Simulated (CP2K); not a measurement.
**AlN: band structure with TB-mBJ**

AlN:

```
Al N
1.0
     3.08863    0.00000    0.00000
     1.54432    2.67483    0.00000
     1.54432    0.89161    2.52186
Al N
1 1
Direct
  0.00000 0.00000 0.00000
  0.25000 0.25000 0.25000
```

Measurements of this composition are mostly on another form, of space group No. 186.

| Quantity | Value |
| --- | --- |
| Program | CP2K 2026.2 |
| Task | band structure |
| Functional | TB-mBJ |
| Potentials or basis | POTENTIAL_UZH Al GTH-PBE-q3, N GTH-PBE-q5; TZVP-MOLOPT-PBE-GTH basis |
| Density cutoff | 9184 eV |
| k mesh | 10 × 10 × 10 |
| Occupations | fermi-dirac, width 0.0259 eV |
| Spin | no spin polarisation |
| SCF solver | diagonalisation with k points |
| Quickstep method | GPW |
| EPS_DEFAULT | 1.0E-10 |
| EPS_SCF | 1.0E-6 |
| MAX_SCF | 100 |
| SCF_GUESS | ATOMIC |
| k points reduced by the point group | yes |
| Mesh centred on Gamma | yes |
| CHOLESKY | OFF |
| EPS_EIGVAL | 1.0E-7 |
| MIXING METHOD | BROYDEN_MIXING |
| MIXING ALPHA | 0.4 |
| NBUFFER | 8 |
| NGRIDS | 4 |
| Basis sets | Al TZVP-MOLOPT-PBE-GTH-q3, N TZVP-MOLOPT-PBE-GTH-q5 |
| Potentials | Al GTH-PBE-q3 of POTENTIAL_UZH, N GTH-PBE-q5 of POTENTIAL_UZH |
| ADDED_MOS | [10] |
| Points a segment of the path (NPOINTS) | 6 |
| Bands added on the path | 6 |
| REL_CUTOFF (Ry) | 60 Ry |
| MIXING BETA (1/bohr) | 1.5 1/bohr |
| CUTOFF of the grids | 675 Ry |

* Band gap on the k mesh: 3.99 eV, indirect (least direct gap 4.95 eV)
* Band gap along the path: 3.99 eV, indirect (least direct gap 4.95 eV)
* Mulliken charges: Al +1.73; N -1.73 e
* Hirshfeld charges: Al +0.40; N -0.40 e

Levels at the corners of the path, in eV from the valence-band top:
```tsv
point	band 1	band 2	band 3	band 4	band 5	band 6	band 7	band 8	band 9
Γ	-15.29	0.00	0.00	0.00	4.95	13.29	13.29	13.29	19.17
X	-12.79	-4.79	-1.75	-1.75	3.99	9.20	15.32	17.11	17.11
W	-12.75	-3.60	-3.44	-2.58	6.71	12.07	12.89	13.34	18.57
K	-12.82	-4.13	-3.54	-1.35	5.84	10.83	14.32	15.42	16.32
Γ	-15.29	0.00	0.00	0.00	4.95	13.29	13.29	13.29	19.17
L	-13.40	-5.70	-0.47	-0.47	8.16	11.00	11.92	11.92	20.03
U	-12.82	-4.13	-3.54	-1.35	5.84	10.83	14.32	15.42	16.32
W	-12.75	-3.60	-3.44	-2.58	6.71	12.07	12.89	13.34	18.57
L	-13.40	-5.70	-0.47	-0.47	8.16	11.00	11.92	11.92	20.03
K	-12.82	-4.13	-3.54	-1.35	5.84	10.83	14.32	15.42	16.32
U	-12.82	-4.13	-3.54	-1.35	5.84	10.83	14.32	15.42	16.32
X	-12.79	-4.79	-1.75	-1.75	3.99	9.20	15.32	17.11	17.11
```

Wall time 2.5 min on 2 threads of Arm Neoverse V1, with other jobs on the host, peak memory 0.32 GiB.

Caveat: Mulliken charges move with the basis; this is a model potential without an energy functional, so only levels have meaning; the basis of atomic orbitals isn't converged, which shifts pressures, moduli and gaps.
